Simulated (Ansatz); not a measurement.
# CuO (Tenorite) under changes of volume

One of the cells (10.135 Å³/atom); the others are scaled copies at fixed shape and fractional positions:

```
Cu O
1.0
     2.34185   -1.71130    0.00000
     2.34185    1.71130    0.00000
    -0.85003    0.00000    5.05787
Cu O
2 2
Direct
  0.50000 0.00000 0.50000
  0.00000 0.50000 0.00000
  0.41840 0.58160 0.75000
  0.58160 0.41840 0.25000
```

* Program: Ansatz 0.2.0
* Functional: PBE
* Potentials or basis: SSSP precision PAW
* Cutoff: 1225 eV
* Density cutoff: 12245 eV
* k mesh: 10 × 10 × 5
* Occupations: fermi-dirac, width 0.05 eV
* Spin: no spin polarisation

```tsv
volume (Å³/atom)	energy over the lowest point (meV/atom)	pressure (GPa)	largest force (eV/Å)
9.527	?	?	?
9.730	31.09	14.4	0.113
9.932	15.82	9.9	0.186
10.135	5.92	5.9	0.252
10.338	0.81	2.3	0.312
10.540	0.00	-0.9	0.368
10.743	3.03	-3.8	0.419
```

Task: What does the run at 9.527 Å³/atom give?

Result: Energy over the lowest point 52.34 meV/atom; pressure 19.4 GPa; largest force 0.035 eV/Å.

Worked out: A Birch-Murnaghan fit of order 3 (a polynomial in V^(-2/3)) to the other rows has its minimum at 10.48 Å³/atom with B0 = V·E''(V) = 162 GPa and B' = 4.9 at fixed shape and positions, which overstates the stiffness. It gives 52.49 meV/atom at 9.527 Å³/atom, against the run's 52.34, and -dE/dV = 19.5 GPa, against 19.4.

Energies are extrapolated to zero smearing.

Caveats: the run has no spin polarisation, though such a crystal can be magnetic.
